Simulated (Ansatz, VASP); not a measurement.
**Sn: VASP beside Ansatz**

```
Sn
1.0
    -1.72654    1.77555    2.33834
     1.72654   -1.77555    2.33834
     1.72654    1.77555   -2.33834
Sn
1
Cartesian
  0.0000 0.0000 0.0000
```

This isn't the form of Sn at room conditions, which is tetragonal (white tin).

Alike in both runs: task single point; functional PBE; k mesh 9 × 9 × 9; occupations fermi-dirac, width 0.1 eV; no spin polarisation.

|  | VASP | Ansatz |
| --- | --- | --- |
| version | VASP 6.6.1 | Ansatz 0.2.0 |
| potentials or method | VASP PAW PBE potentials, release 64 (Sn_d) | plane waves, PAW |
| plane-wave cutoff (eV) | 520 | 653 |
| valence electrons in the cell | 14 | 14 |

|  | VASP | Ansatz | Ansatz less VASP |
| --- | --- | --- | --- |
| gap on the k mesh at the Fermi level (eV) | none | none | - |
| pressure (GPa) | -0.9 | -0.9 | +0.05 |
| largest component of the traceless stress (GPa) | 0.90 | 0.90 | +0.001 |

A gap of «none» marks a metal or a gap that the smearing closes. The functional is the same, so the differences come from potentials, cutoffs and numerics.
